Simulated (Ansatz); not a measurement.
# Pd/LiF/Pd: current against voltage, part 5 of 5

Wanted: I(V) for Pd/LiF/Pd. Both electrodes are Pd fcc(111); the barrier is LiF rock salt(111) (Li and Li faces). In the first transport cell, after relaxation, the nearest pair of electrode and barrier is Pd–Li at 2.41 Å, along the normal, at the lower face and Pd–Li at 2.41 Å, along the normal, at the upper one. All share a net of side 2.878 Å, which strains the lower electrode by +3.3 % and the barrier by +0.0 %, against typed lattice constants near PBE's. The first steps treat the bulk electrodes alone.

Ansatz 0.2.0; PBE DFT, plane waves, PAW files (the session's first sound run).

So far, transmission at the Fermi level (a spin, zone mean): step 5 (transmission over a wide range of energy) 6.0e-7.

### Step 6. A repeat with changed settings: output.current_voltage.bias = [0.1, -0.6, 2.0]

This step: PBE DFT, plane waves, PAW files; current against voltage, self-consistent between two reservoirs; changed: output.current_voltage.bias = [0.1, -0.6, 2.0] (Ansatz 0.2.0).

System of this step: Pd/LiF/Pd. The cell holds 31 atoms: 22 Pd, 5 Li and 4 F. Its edges and angles: a = 2.878 Å, b = 2.878 Å, c = 72.595 Å, α = 90.0°, β = 90.0°, γ = 120.0°. Regions: left electrode, 11 atoms (11 Pd); barrier, 9 atoms (5 Li and 4 F); right electrode, 11 atoms (11 Pd). Vacuum lies along c.

It is meant to test how the run responds. Where the input is shown as a difference, that is against the step before, not the twin.

input.yaml reads:

```yaml
crystal:
  lattice:
    - [2.878, 0.0, 0.0]
    - [-1.439, 2.4924211121, 0.0]
    - [0.0, 0.0, 72.5952805735]
  atoms:
    - { symbol: Pd, position: [0.66666667, 0.33333333, 0.096425001] }
    - { symbol: Pd, position: [0.0, 0.0, 0.1269490795] }
    - { symbol: Pd, position: [0.33333333, 0.66666667, 0.157473158] }
    - { symbol: Pd, position: [0.66666667, 0.33333333, 0.1879972365] }
    - { symbol: Pd, position: [0.0, 0.0, 0.218521315] }
    - { symbol: Pd, position: [0.33333333, 0.66666667, 0.2490453935] }
    - { symbol: Pd, position: [0.66666667, 0.33333333, 0.279569472] }
    - { symbol: Pd, position: [0.0, 0.0, 0.3100935505] }
    - { symbol: Pd, position: [0.33333333, 0.66666667, 0.340617629] }
    - { symbol: Pd, position: [0.66666667, 0.33333333, 0.3711417075] }
    - { symbol: Pd, position: [0.0, 0.0, 0.4019877996] }
    - { symbol: Li, position: [0.0, 0.0, 0.4352468352] }
    - { symbol: F, position: [0.33333333, 0.66666667, 0.451242995] }
    - { symbol: Li, position: [0.66666667, 0.33333333, 0.467534973] }
    - { symbol: F, position: [0.0, 0.0, 0.4837658072] }
    - { symbol: Li, position: [0.33333333, 0.66666667, 0.5000001751] }
    - { symbol: F, position: [0.66666667, 0.33333333, 0.5162345488] }
    - { symbol: Li, position: [0.0, 0.0, 0.5324653579] }
    - { symbol: F, position: [0.33333333, 0.66666667, 0.5487573137] }
    - { symbol: Li, position: [0.66666667, 0.33333333, 0.564753444] }
    - { symbol: Pd, position: [0.66666667, 0.33333333, 0.598012376] }
    - { symbol: Pd, position: [0.0, 0.0, 0.6288582925] }
    - { symbol: Pd, position: [0.33333333, 0.66666667, 0.659382371] }
    - { symbol: Pd, position: [0.66666667, 0.33333333, 0.6899064495] }
    - { symbol: Pd, position: [0.0, 0.0, 0.720430528] }
    - { symbol: Pd, position: [0.33333333, 0.66666667, 0.7509546065] }
    - { symbol: Pd, position: [0.66666667, 0.33333333, 0.781478685] }
    - { symbol: Pd, position: [0.0, 0.0, 0.8120027635] }
    - { symbol: Pd, position: [0.33333333, 0.66666667, 0.842526842] }
    - { symbol: Pd, position: [0.66666667, 0.33333333, 0.8730509205] }
    - { symbol: Pd, position: [0.0, 0.0, 0.903574999] }
kpoints:
  mp_grid: { grid: [12, 12, 1] }
scf:
  occupations: { method: fermi_dirac, width: 0.1 }
  max_iter: 150
hamiltonian:
  xc: pbe
output:
  current_voltage:
    bias: [0.1, -0.6, 2.0]
    kmesh: [24, 24]
    leads: [[4, 5], [25, 26]]
    electrode_ends: [10, 20]
  write_potential: true
  write_density: true
  volumetric_format: npy
```

Started as:

```console
> ansatz run input.yaml --threads 4 --pin off --max-ram 16384MiB --backend cpu --events-out ev --progress --plain --runs-dir out
```

Numbers of over 12 decimals in the logs are rounded to 6 here.

What it wrote:

```text
[...]
Crystal: 31 atoms, lattice volume = 520.740 Å³
Basis set: ecut = 420 eV, 10179 PW (Γ)
Bands: 264, of which v1, the nominal top of the filled ones, is band 220 counted from 1 (219 counted from 0)
Symmetry: 12 space group operations
[...]
k-points: 19 of 144
[...]
SCF iter   1: F=—  HF=-157671.262352 eV  |F-HF|=—  |Δ(HF+E_count)|=         —  Δρ=1.12e-2  dr2=4.45e1  ethr=1.77e-3  ⟨swp⟩=6.3  Hψ=19027  notcnv=0  defer=129
[...]
SCF iter  12: F=-157671.182612 eV  HF=-157671.182612 eV  |F-HF|=1.35e-8  |Δ(HF+E_count)|=  4.37e-10  Δρ=1.04e-6  dr2=1.74e-8  ethr=2.28e-11  ⟨swp⟩=12.3  Hψ=18011  notcnv=0
SCF 1 converged in 12 iterations: F = -157671.182612 eV  dr2 = 1.74e-8
[...]
bias +0 V, iteration  1: dr2 5.51e-1 eV, mean Fermi level 12.1613 eV
bias +0 V, iteration  2: dr2 2.81e-2 eV, mean Fermi level 12.1581 eV
bias +0 V, iteration  3: dr2 1.13e-2 eV, mean Fermi level 12.1638 eV
bias +0 V, iteration  4: dr2 1.73e-3 eV, mean Fermi level 12.1610 eV
bias +0 V, iteration  5: dr2 4.16e-4 eV, mean Fermi level 12.1621 eV
bias +0 V, iteration  6: dr2 7.58e-5 eV, mean Fermi level 12.1618 eV
bias +0 V, iteration  7: dr2 1.06e-5 eV, mean Fermi level 12.1618 eV
bias +0 V, iteration  8: dr2 2.84e-6 eV, mean Fermi level 12.1618 eV
bias +0 V, iteration  9: dr2 3.38e-7 eV, mean Fermi level 12.1618 eV
bias +0 V, iteration 10: dr2 4.43e-8 eV, mean Fermi level 12.1618 eV
bias +0.1 V, iteration  1: dr2 1.51e2 eV, mean Fermi level 12.1648 eV
bias +0.1 V, iteration  2: dr2 1.97e1 eV, mean Fermi level 12.1619 eV
bias +0.1 V, iteration  3: dr2 1.89e-3 eV, mean Fermi level 12.1623 eV
bias +0.1 V, iteration  4: dr2 8.55e-5 eV, mean Fermi level 12.1618 eV
bias +0.1 V, iteration  5: dr2 2.54e-5 eV, mean Fermi level 12.1619 eV
bias +0.1 V, iteration  6: dr2 1.80e-6 eV, mean Fermi level 12.1619 eV
bias +0.1 V, iteration  7: dr2 1.11e-6 eV, mean Fermi level 12.1619 eV
bias +0.1 V, iteration  8: dr2 1.80e-7 eV, mean Fermi level 12.1619 eV
bias +0.1 V, iteration  9: dr2 2.61e-8 eV, mean Fermi level 12.1619 eV
bias -0.6 V, iteration  1: dr2 1.80e3 eV, mean Fermi level 12.2122 eV
bias -0.6 V, iteration  2: dr2 3.37e2 eV, mean Fermi level 12.1587 eV
bias -0.6 V, iteration  3: dr2 1.07e1 eV, mean Fermi level 12.1748 eV
bias -0.6 V, iteration  4: dr2 2.10e0 eV, mean Fermi level 12.1609 eV
bias -0.6 V, iteration  5: dr2 5.48e-2 eV, mean Fermi level 12.1625 eV
bias -0.6 V, iteration  6: dr2 4.01e-2 eV, mean Fermi level 12.1621 eV
bias -0.6 V, iteration  7: dr2 1.61e-2 eV, mean Fermi level 12.1621 eV
bias -0.6 V, iteration  8: dr2 1.41e-3 eV, mean Fermi level 12.1621 eV
bias -0.6 V, iteration  9: dr2 2.45e-3 eV, mean Fermi level 12.1621 eV
bias -0.6 V, iteration 10: dr2 3.40e-5 eV, mean Fermi level 12.1621 eV
bias -0.6 V, iteration 11: dr2 2.06e-5 eV, mean Fermi level 12.1621 eV
bias -0.6 V, iteration 12: dr2 3.58e-5 eV, mean Fermi level 12.1621 eV
bias -0.6 V, iteration 13: dr2 6.87e-6 eV, mean Fermi level 12.1621 eV
bias -0.6 V, iteration 14: dr2 4.32e-6 eV, mean Fermi level 12.1621 eV
bias -0.6 V, iteration 15: dr2 2.35e-6 eV, mean Fermi level 12.1621 eV
bias -0.6 V, iteration 16: dr2 5.06e-7 eV, mean Fermi level 12.1621 eV
bias -0.6 V, iteration 17: dr2 5.97e-7 eV, mean Fermi level 12.1621 eV
bias -0.6 V, iteration 18: dr2 8.68e-8 eV, mean Fermi level 12.1621 eV
bias +2 V, iteration  1: dr2 3.86e3 eV, mean Fermi level 12.3484 eV
bias +2 V, iteration  2: dr2 1.97e3 eV, mean Fermi level 11.9608 eV
bias +2 V, iteration  3: dr2 1.53e2 eV, mean Fermi level 12.0144 eV
[...]
bias +2 V, iteration 13: dr2 1.17e-3 eV, mean Fermi level 12.1599 eV
bias +2 V, iteration 14: dr2 5.78e-4 eV, mean Fermi level 12.1606 eV
bias +2 V, iteration 15: dr2 2.65e-4 eV, mean Fermi level 12.1610 eV
bias +2 V, iteration 16: dr2 2.95e-4 eV, mean Fermi level 12.1612 eV
bias +2 V, iteration 17: dr2 5.13e-5 eV, mean Fermi level 12.1611 eV
bias +2 V, iteration 18: dr2 1.20e-5 eV, mean Fermi level 12.1611 eV
bias +2 V, iteration 19: dr2 3.23e-6 eV, mean Fermi level 12.1611 eV
bias +2 V, iteration 20: dr2 3.19e-6 eV, mean Fermi level 12.1611 eV
bias +2 V, iteration 21: dr2 6.14e-6 eV, mean Fermi level 12.1611 eV
bias +2 V, iteration 22: dr2 5.65e-6 eV, mean Fermi level 12.1611 eV
bias +2 V, iteration 23: dr2 1.18e-6 eV, mean Fermi level 12.1610 eV
bias +2 V, iteration 24: dr2 9.34e-8 eV, mean Fermi level 12.1610 eV
transmission: 326 of 3233 steps passed
transmission: 647 of 3233 steps passed
[...]
transmission: 3233 of 3233 steps passed
[...]
SCF converged after 12 iterations
Free energy (F): -157671.182612 eV
[...]
Internal energy: -157669.738775 eV  (E = F + TS)
E sigma→0 (E₀):  -157670.460694 eV
Entropy (-TS):   -1.443836 eV (-46.575 meV/atom)
Fermi energy:    12.155008 eV
[...]
--- Band table (eV; the first three rows and the last of 19) ---
  k-point 0: bands = [... 216 lower, 11.3842, 11.3842, 11.3842, 11.6194, 11.6205, 11.6469, 11.6469, 11.6469, ... 40 higher]
  k-point 1: bands = [... 216 lower, 11.2148, 11.4071, 11.4071, 11.4332, 11.4333, 11.5094, 11.5096, 11.6621, ... 40 higher]
  k-point 2: bands = [... 216 lower, 11.3246, 11.3283, 11.3283, 11.4642, 11.4642, 11.6975, 11.6975, 11.7049, ... 40 higher]
  k-point 18: bands = [... 216 lower, 12.0292, 12.0315, 12.0315, 16.5498, 16.5498, 17.2740, 17.2746, 17.4439, ... 40 higher]
--- Current–voltage curve ---
[...]
electrodes : end at 29.18 and 43.41 Å
  density    : 333 bands, filled at a thermal energy of 1.000e-1 eV; current at 300 K
[...]
-0.6   -3.3135e-11         -3.3589e-11          -3.3133e-11      8.9262e-13     -0.600          -1.68e-3           68.3   18
[...]
At 0 V the conductance is 4.6380e-11 S, 6.4658e8 S/m².
```

Run time: 41 min. Hardware: 4 threads of Arm Neoverse V1, shared host; peak memory 5.8 GiB.

Numbers from this step:

```yaml
free_energy: -157671.1826 eV
fermi_energy: 12.16 eV
```

Checks by voltage:

```tsv
bias (V)	current density (ampere/m²)	current on every other mesh point (ampere)	drop across the junction (V)	electrons moved	electrons in bound states	misfit, lower lead (eV)	misfit, upper lead (eV)	iterations
-0.6	-4.62e8	-3.36e-11	-0.5996	-0.001682	8.05e-5	0.06835	0.0674	18
0	0	0	0	0	0	0.06616	0.06616	10
0.1	64927800	5.09e-12	0.09995	2.79e-4	1.05e-5	0.06639	0.06661	9
2	2.90e9	2.01e-10	1.999	0.005599	3.73e-4	0.07052	0.0712	24
```

Cell area 7.173 Å^2. The current through one cell by bias:

```tsv
bias (V)	current through one cell (pA)
-0.60	-33.1
0.00	0
0.10	4.66
2.00	208
```

Bias 0 V. Transmission and channels, zone mean against energy, zero at the mean Fermi level:

```tsv
energy (eV)	transmission	channels, left	channels, right
-0.259	5.2e-7	2.18	2.18
-0.233	5.4e-7	2.18	2.18
-0.207	5.4e-7	2.15	2.15
-0.181	5.3e-7	2.21	2.21
-0.155	4.9e-7	2.19	2.19
-0.129	5.0e-7	2.15	2.15
-0.103	5.2e-7	2.15	2.15
-0.078	5.4e-7	2.01	2.01
-0.052	5.6e-7	1.94	1.94
-0.026	5.7e-7	1.80	1.80
0.000	6.0e-7	1.58	1.58
0.026	6.0e-7	1.48	1.48
0.052	6.4e-7	1.36	1.36
0.078	6.9e-7	1.26	1.26
0.103	7.4e-7	1.22	1.22
0.129	7.9e-7	1.10	1.10
0.155	8.4e-7	1.05	1.05
0.181	9.7e-7	0.970	0.970
0.207	1.0e-6	0.726	0.726
0.233	1.0e-6	0.601	0.601
0.259	1.0e-6	0.549	0.549
```

Bias -0.6 V. Table of transmission and channels, zone mean by energy, zero at the mean Fermi level:

```tsv
energy (eV)	transmission	channels, left	channels, right
-0.569	4.5e-7	2.18	1.84
-0.517	4.7e-7	2.18	1.77
-0.465	4.5e-7	2.21	1.77
-0.414	4.9e-7	2.15	1.78
-0.362	5.4e-7	1.96	1.80
-0.310	5.4e-7	1.72	1.83
-0.233	5.2e-7	1.30	1.88
-0.181	5.4e-7	1.14	1.89
-0.129	5.8e-7	0.970	1.93
-0.078	6.3e-7	0.642	2.01
-0.026	6.6e-7	0.538	2.10
0.000	6.9e-7	0.523	2.14
0.026	7.3e-7	0.523	2.16
0.078	7.9e-7	0.523	2.24
0.129	7.8e-7	0.543	2.22
0.181	8.4e-7	0.543	2.12
0.233	9.2e-7	0.543	1.96
0.310	1.1e-6	0.564	1.52
0.362	1.2e-6	0.606	1.30
0.414	1.3e-6	0.606	1.16
0.465	1.5e-6	0.606	0.991
0.517	1.7e-6	0.627	0.715
0.569	1.8e-6	0.627	0.538
```

Bias 2 V. The transmission and channels, zone mean by energy, zero at the mean Fermi level:

```tsv
energy (eV)	transmission	channels, left	channels, right
-1.27	1.2e-6	2.16	2.16
-1.19	3.6e-7	1.99	2.18
-1.09	4.7e-7	1.66	2.05
-1.01	6.0e-7	1.70	1.72
-0.90	6.3e-7	1.74	1.25
-0.83	6.7e-7	1.86	0.970
-0.75	7.2e-7	1.76	0.549
-0.65	6.6e-7	1.78	0.523
-0.57	6.8e-7	1.85	0.543
-0.49	7.3e-7	1.97	0.543
-0.39	7.9e-7	2.02	0.564
-0.31	8.6e-7	1.98	0.606
-0.21	9.8e-7	1.97	0.606
-0.13	9.9e-7	1.97	0.627
-0.05	1.1e-6	1.89	0.627
0.00	1.2e-6	1.82	0.653
0.05	1.3e-6	1.84	0.653
0.13	1.3e-6	1.84	0.694
0.21	1.4e-6	1.78	0.715
0.31	1.7e-6	1.82	0.715
0.39	1.7e-6	1.83	0.715
0.49	1.9e-6	1.85	0.736
0.52	2.5e-6	1.86	0.736
0.57	1.7e-6	1.95	0.736
0.62	3.2e-6	1.99	0.755
0.65	1.9e-6	2	0.755
0.75	2.2e-6	2.18	0.766
0.83	2.4e-6	2.21	0.786
0.90	2.4e-6	2.07	0.807
1.01	2.7e-6	1.52	0.807
1.09	3.2e-6	1.23	0.807
1.19	4.0e-6	0.913	0.828
1.27	4.5e-6	0.538	0.828
```

Table of Hartree potential energy less that at 0 V, planar mean by z:

```tsv
z (Å)	0.1 V (eV)	-0.6 V (eV)	2 V (eV)
0.0	-7.8e-4	-0.00193	-3.7e-4
2.5	0.0223	-0.140	0.459
5.0	0.0447	-0.272	0.898
7.5	0.0500	-0.299	0.997
10.0	0.0502	-0.300	1.00
12.5	0.0501	-0.300	1.000
15.0	0.0502	-0.299	1.000
17.5	0.0499	-0.301	0.994
20.0	0.0501	-0.299	0.999
22.5	0.0501	-0.300	0.999
25.0	0.0502	-0.300	1.000
27.5	0.0501	-0.300	0.999
30.0	0.0501	-0.300	0.999
32.5	0.0337	-0.200	0.674
35.0	0.0117	-0.0683	0.236
37.5	-0.0108	0.0661	-0.213
40.0	-0.0328	0.198	-0.655
42.5	-0.0499	0.301	-1.00
45.0	-0.0498	0.300	-1.00
47.5	-0.0499	0.300	-1.00
50.0	-0.0499	0.300	-1.00
52.5	-0.0498	0.300	-1.000
55.0	-0.0503	0.299	-1.00
57.5	-0.0497	0.301	-0.999
60.0	-0.0500	0.300	-1.00
62.5	-0.0499	0.301	-1.00
65.0	-0.0497	0.300	-0.998
67.5	-0.0460	0.273	-0.912
70.0	-0.0247	0.141	-0.476
```

The zero-bias conductance is 6.5e8 S/m² against 6.5e8 S/m² in the twin: no change within 1 %, at 0.72 times the CPU time.

### Step 7. What came out

- conductance at zero bias: 6.5e8 S/m²
- current density at -2 V: -2.9e9 A/m²
- current density at -1.5 V: -1.8e9 A/m²
- current density at +1.5 V: 1.8e9 A/m²
- current density at +2 V: 2.9e9 A/m²

At 2 V the junction carries 2.9e9 A/m². Against the linear law (zero-bias conductance times bias) the currents are 2.2 (-2 V), 1.8 (-1.5 V), 1.8 (+1.5 V) and 2.2 (+2 V) times as large. At the Fermi level the layers of the barrier in the wide-window run (9 planes) hold from 7.2e-5 to 0.077 states an eV and atom. The forward current is 1.00 times the reverse one at ±1.5 V and 1.00 times the reverse one at ±2 V. On every other mesh point the current differs by up to 3.3 %, and the leads' misfit reaches 71 meV; ratios near 1 within such errors aren't resolved. Between 100 and 100 % of the bias drops across the junction. No spin-orbit coupling, phonons, disorder or image charges enter; the interfaces are ordered, one cell wide and lattice-matched by strain. Semilocal gaps are too small, which can bring a band edge of the barrier nearer to the Fermi level than it is.

[Logs are printed without paths, hosts, clocks, repeated set-up lines and the standing remarks that a program may print on its own settings, such as how far it seeks lower states.]

[Hosts, paths, dates, database ids (printed as entryN), source tags and the programs' standing remarks are cut or masked in the printed files.]
